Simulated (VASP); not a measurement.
VASP 6.6.1 run: GaN

INCAR

```
LWAVE = .FALSE.
LASPH = .TRUE.
PREC = Accurate
SIGMA = 0.02
ISPIN = 2
MAGMOM = 1 1 1 -1
ISIF = 2
LREAL = .FALSE.
IBRION = -1
ISMEAR = -1
NBANDS = 26
GGA = PE
NELM = 120
NSW = 0
ENCUT = 520
LCHARG = .FALSE.
EDIFF = 1E-7
```

KPOINTS

```
KPOINTS created by Atomic Simulation Environment
0
Gamma
18 18 9
0 0 0
```

POSCAR

```
Ga N
 1.0000000000000000
     3.2308966505874972    0.0000000000000000    0.0000000000000000
    -1.6154483252937486    2.7980385764108280    0.0000000000000000
     0.0000000000000000    0.0000000000000000    5.1468937940000004
 Ga  N
   2   2
Cartesian
  0.0000000000000001  1.8653590509405520 -0.0135861134697703
  1.6154483252937486  0.9326795254702760  2.5598607835302301
  0.0000000000000001  1.8653590509405520  1.9436712862197705
  1.6154483252937486  0.9326795254702760  4.5171181832197709
```

The recommended PBE PAW datasets give the neutral cell 36 valence electrons.

Command

```
mpirun -np 1 vasp_std
```

Task: How does this run end, and what does it give?

Result: It converged. Results: pressure 2.0 GPa; magnetic moment of the cell 0.00 μB.

OSZICAR

```
N       E                     dE             d eps       ncg     rms          rms(c)
DAV:   1     0.280280095608E+03    0.28028E+03   -0.17645E+04 33278   0.257E+03
DAV:   2     0.893429913065E+01   -0.27135E+03   -0.25603E+03 33216   0.490E+02
DAV:   3    -0.260778065301E+02   -0.35012E+02   -0.34467E+02 36182   0.143E+02
DAV:   4    -0.272597503165E+02   -0.11819E+01   -0.11768E+01 36138   0.282E+01
DAV:   5    -0.272852193512E+02   -0.25469E-01   -0.25438E-01 37434   0.398E+00    0.150E+01
DAV:   6    -0.241193108958E+02    0.31659E+01   -0.96949E+00 50170   0.486E+01    0.467E+00
DAV:   7    -0.243211922582E+02   -0.20188E+00   -0.15209E+00 33454   0.103E+01    0.300E+00
DAV:   8    -0.243165903029E+02    0.46020E-02   -0.67274E-02 39264   0.314E+00    0.180E+00
DAV:   9    -0.243134771641E+02    0.31131E-02   -0.49721E-02 36112   0.198E+00    0.706E-01
DAV:  10    -0.243107528851E+02    0.27243E-02   -0.54841E-03 43472   0.126E+00    0.318E-01
DAV:  11    -0.243106105811E+02    0.14230E-03   -0.15770E-03 46886   0.389E-01    0.130E-01
DAV:  12    -0.243108145143E+02   -0.20393E-03   -0.26426E-04 34130   0.122E-01    0.441E-02
DAV:  13    -0.243108414968E+02   -0.26982E-04   -0.46951E-05 36984   0.655E-02    0.111E-02
DAV:  14    -0.243108447443E+02   -0.32476E-05   -0.95906E-06 39368   0.247E-02    0.838E-03
DAV:  15    -0.243108455597E+02   -0.81532E-06   -0.12774E-06 33448   0.868E-03    0.782E-03
DAV:  16    -0.243108453348E+02    0.22485E-06   -0.27901E-07 29982   0.767E-03    0.309E-03
DAV:  17    -0.243108452293E+02    0.10551E-06   -0.14942E-07 24206   0.443E-03    0.385E-04
DAV:  18    -0.243108452218E+02    0.75233E-08   -0.67346E-08 18178   0.193E-03
   1 F= -.24310845E+02 E0= -.24310845E+02  d E =-.163000E-10  mag=    -0.0000
```

For comparison, a separate PBE run of the intended cell, on usual settings and not on those above, gives a gap of 1.77 eV on its mesh and a pressure of 2.0 GPa.
